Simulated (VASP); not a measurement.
Wanted: the native input for a VASP 6.6.1 run.

| Item | Value |
| --- | --- |
| Task | band structure |
| Functional | PBE |
| Potentials or basis | VASP PAW PBE potentials, release 64 (Pt) |
| Cutoff | 520 eV |
| k mesh | 16 × 16 × 16 |
| Occupations | methfessel-paxton, width 0.1 eV |
| Spin | no spin polarisation |
| Further INCAR settings | ALGO = Fast; EDIFF = 1e-06; NBANDS = 11 |

The structure of Pt lies in POSCAR:

```
Pt                                      
1.0
    0.0000000000      1.9834876421      1.9834876421
    1.9834876421      0.0000000000      1.9834876421
    1.9834876421      1.9834876421      0.0000000000
  Pt            
     1
Direct
     0.0000000000000000    0.0000000000000000    0.0000000000000000
```

The input as run:

INCAR

```
PREC = Accurate
ENCUT = 520
EDIFF = 1E-6
ISMEAR = 1
SIGMA = 0.1
LREAL = False
LASPH = True
NELM = 80
ALGO = Fast
ISIF = 2
LWAVE = False
LCHARG = False
LMAXMIX = 4
GGA = PE
NBANDS = 11
ICORELEVEL = 1
```

KPOINTS

```
Automatic mesh
0
Gamma
  16 16 16
```

KPOINTS_OPT

```
explicit points
106
Reciprocal
 0.0000000000  0.0000000000  0.0000000000 1
 0.0555555556  0.0000000000  0.0555555556 1
 0.1111111111  0.0000000000  0.1111111111 1
 0.1666666667  0.0000000000  0.1666666667 1
 0.2222222222  0.0000000000  0.2222222222 1
 0.2777777778  0.0000000000  0.2777777778 1
 0.3333333333  0.0000000000  0.3333333333 1
 0.3888888889  0.0000000000  0.3888888889 1
 0.4444444444  0.0000000000  0.4444444444 1
 0.5000000000  0.0000000000  0.5000000000 1
 0.5000000000  0.0000000000  0.5000000000 1
 0.5000000000  0.0277777778  0.5277777778 1
 0.5000000000  0.0555555556  0.5555555556 1
 0.5000000000  0.0833333333  0.5833333333 1
 0.5000000000  0.1111111111  0.6111111111 1
 0.5000000000  0.1388888889  0.6388888889 1
 0.5000000000  0.1666666667  0.6666666667 1
 0.5000000000  0.1944444444  0.6944444444 1
 0.5000000000  0.2222222222  0.7222222222 1
 0.5000000000  0.2500000000  0.7500000000 1
 0.5000000000  0.2500000000  0.7500000000 1
 0.4861111111  0.2638888889  0.7500000000 1
 0.4722222222  0.2777777778  0.7500000000 1
 0.4583333333  0.2916666667  0.7500000000 1
 0.4444444444  0.3055555556  0.7500000000 1
 0.4305555556  0.3194444444  0.7500000000 1
 0.4166666667  0.3333333333  0.7500000000 1
 0.4027777778  0.3472222222  0.7500000000 1
 0.3888888889  0.3611111111  0.7500000000 1
 0.3750000000  0.3750000000  0.7500000000 1
 0.3750000000  0.3750000000  0.7500000000 1
 0.3333333333  0.3333333333  0.6666666667 1
 0.2916666667  0.2916666667  0.5833333333 1
 0.2500000000  0.2500000000  0.5000000000 1
 0.2083333333  0.2083333333  0.4166666667 1
 0.1666666667  0.1666666667  0.3333333333 1
 0.1250000000  0.1250000000  0.2500000000 1
 0.0833333333  0.0833333333  0.1666666667 1
 0.0416666667  0.0416666667  0.0833333333 1
 0.0000000000  0.0000000000  0.0000000000 1
 0.0000000000  0.0000000000  0.0000000000 1
 0.0555555556  0.0555555556  0.0555555556 1
 0.1111111111  0.1111111111  0.1111111111 1
 0.1666666667  0.1666666667  0.1666666667 1
 0.2222222222  0.2222222222  0.2222222222 1
 0.2777777778  0.2777777778  0.2777777778 1
 0.3333333333  0.3333333333  0.3333333333 1
 0.3888888889  0.3888888889  0.3888888889 1
 0.4444444444  0.4444444444  0.4444444444 1
 0.5000000000  0.5000000000  0.5000000000 1
 0.5000000000  0.5000000000  0.5000000000 1
 0.5138888889  0.4722222222  0.5138888889 1
 0.5277777778  0.4444444444  0.5277777778 1
 0.5416666667  0.4166666667  0.5416666667 1
 0.5555555556  0.3888888889  0.5555555556 1
 0.5694444444  0.3611111111  0.5694444444 1
 0.5833333333  0.3333333333  0.5833333333 1
 0.5972222222  0.3055555556  0.5972222222 1
 0.6111111111  0.2777777778  0.6111111111 1
 0.6250000000  0.2500000000  0.6250000000 1
 0.6250000000  0.2500000000  0.6250000000 1
 0.6111111111  0.2500000000  0.6388888889 1
 0.5972222222  0.2500000000  0.6527777778 1
 0.5833333333  0.2500000000  0.6666666667 1
 0.5694444444  0.2500000000  0.6805555556 1
 0.5555555556  0.2500000000  0.6944444444 1
 0.5416666667  0.2500000000  0.7083333333 1
 0.5277777778  0.2500000000  0.7222222222 1
 0.5138888889  0.2500000000  0.7361111111 1
 0.5000000000  0.2500000000  0.7500000000 1
 0.5000000000  0.2500000000  0.7500000000 1
 0.5000000000  0.2777777778  0.7222222222 1
 0.5000000000  0.3055555556  0.6944444444 1
 0.5000000000  0.3333333333  0.6666666667 1
 0.5000000000  0.3611111111  0.6388888889 1
 0.5000000000  0.3888888889  0.6111111111 1
 0.5000000000  0.4166666667  0.5833333333 1
 0.5000000000  0.4444444444  0.5555555556 1
 0.5000000000  0.4722222222  0.5277777778 1
 0.5000000000  0.5000000000  0.5000000000 1
 0.5000000000  0.5000000000  0.5000000000 1
 0.4861111111  0.4861111111  0.5277777778 1
 0.4722222222  0.4722222222  0.5555555556 1
 0.4583333333  0.4583333333  0.5833333333 1
 0.4444444444  0.4444444444  0.6111111111 1
 0.4305555556  0.4305555556  0.6388888889 1
 0.4166666667  0.4166666667  0.6666666667 1
 0.4027777778  0.4027777778  0.6944444444 1
 0.3888888889  0.3888888889  0.7222222222 1
 0.3750000000  0.3750000000  0.7500000000 1
 0.6250000000  0.2500000000  0.6250000000 1
 0.6111111111  0.2222222222  0.6111111111 1
 0.5972222222  0.1944444444  0.5972222222 1
 0.5833333333  0.1666666667  0.5833333333 1
 0.5694444444  0.1388888889  0.5694444444 1
 0.5555555556  0.1111111111  0.5555555556 1
 0.5416666667  0.0833333333  0.5416666667 1
 0.5277777778  0.0555555556  0.5277777778 1
 0.5138888889  0.0277777778  0.5138888889 1
 0.5000000000  0.0000000000  0.5000000000 1
 0.0000000000  0.0000000000  0.0000000000 1
 0.3750000000  0.3750000000  0.7500000000 1
 0.5000000000  0.5000000000  0.5000000000 1
 0.6250000000  0.2500000000  0.6250000000 1
 0.5000000000  0.2500000000  0.7500000000 1
 0.5000000000  0.0000000000  0.5000000000 1
```

Potentials or basis: VASP PAW PBE potentials, release 64 (Pt).

Command:

```console
$ cat potpaw_PBE.64/Pt/POTCAR > POTCAR
$ mpirun -np 1 vasp_std > vasp.out
```

It gave:

* Pressure: -0.1 GPa
* Band gap along the path: none (metal or under the smearing width)

Caveat: spin-orbit coupling is left out, which moves the levels of the heavy elements.

It took 30 s on 1 thread of Intel(R) Xeon(R) Platinum 8375C CPU @ 2.90GHz (Ice Lake), on a shared host, peak memory 0.16 GiB.
